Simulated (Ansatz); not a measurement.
Here is an Ansatz 0.2.0 calculation.

File input.yaml:

```yaml
crystal:
  lattice:
    - [1.367023, -2.632548, 0.013326]
    - [1.360071, 2.628813, 0.007758]
    - [0.020359, -0.002888, 2.733188]
  atoms:
    - { symbol: Ge, position: [0.517612, 0.514835, -0.007028] }
kpoints:
  mp_grid: { grid: [11, 11, 10] }
scf:
  occupations: { method: fermi_dirac, width: 0.05 }
hamiltonian:
  xc: pbe
  pseudopotentials: { kind: all_electron, lapw: { basis_error: 0.001 } }
output:
  forces: true
  stress: true
  eigenvalues: true
  populations: true
```

Potentials or basis: all-electron LAPW, scalar-relativistic.

Run with:

```console
$ ansatz run input.yaml --threads 1 --pin off --max-ram 3072MiB --backend cpu --events-out ev --progress --plain --runs-dir out
```

Predict the band gap on the k mesh.

none (metal or under the smearing width).

What does it give for the pressure?

-0.2 GPa.

Stress tensor (GPa, compression positive):
```
 4.05 -0.09 -0.33
-0.09 -1.49  0.07
-0.33  0.07 -3.01
```
